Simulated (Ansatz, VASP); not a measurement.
## TaSi2: VASP beside Ansatz

```
Ta Si
1.0
     2.95165    0.00000    0.00000
    -1.47583    2.55620    0.00000
     0.00000    0.00000    6.15249
Ta Si
1 2
Direct
  0.00000 0.00000 0.00000
  0.33333 0.66667 0.34256
  0.66667 0.33333 0.65744
```

Change from the starting cell: species swapped into the MnI2 type (P-3m1, No. 164).

Alike in both runs: functional PBE; k mesh 6 × 6 × 4; occupations gaussian, width 0.1 eV; no spin polarisation.

Ansatz relaxed the structure, and its values are those at the end. VASP's run is a single point on that final structure, the one shown.

|  | VASP | Ansatz |
| --- | --- | --- |
| version | VASP 6.6.1 | Ansatz 0.2.0 |
| potentials or method | VASP PAW PBE potentials, release 64 (Ta_pv, Si) | scalar-relativistic, plane waves, PAW |
| plane-wave cutoff (eV) | 520 | 420 |
| valence electrons in the cell | 19 | 21 |

VASP gave:

| Item | Value |
| --- | --- |
| gap on the k mesh at the Fermi level (eV) | none |
| pressure (GPa) | 0.1 |
| rms of the force components (eV/Å) | 0.005 |

Problem. What did Ansatz give for the same quantities?

Solution. gap on the k mesh at the Fermi level (eV): none; pressure (GPa): 0.1; rms of the force components (eV/Å): 0.001.

A gap of «none» marks a metal or a gap that the smearing closes. With one functional, cell and mesh, what is left measures potentials, basis and numerics. The two sets of potentials don't hold the same shells in valence.

Caveats: the k mesh is coarse (spacing up to 0.41 Å⁻¹), so the values aren't converged. The runs have no spin-orbit coupling, so splittings on Ta are missing.
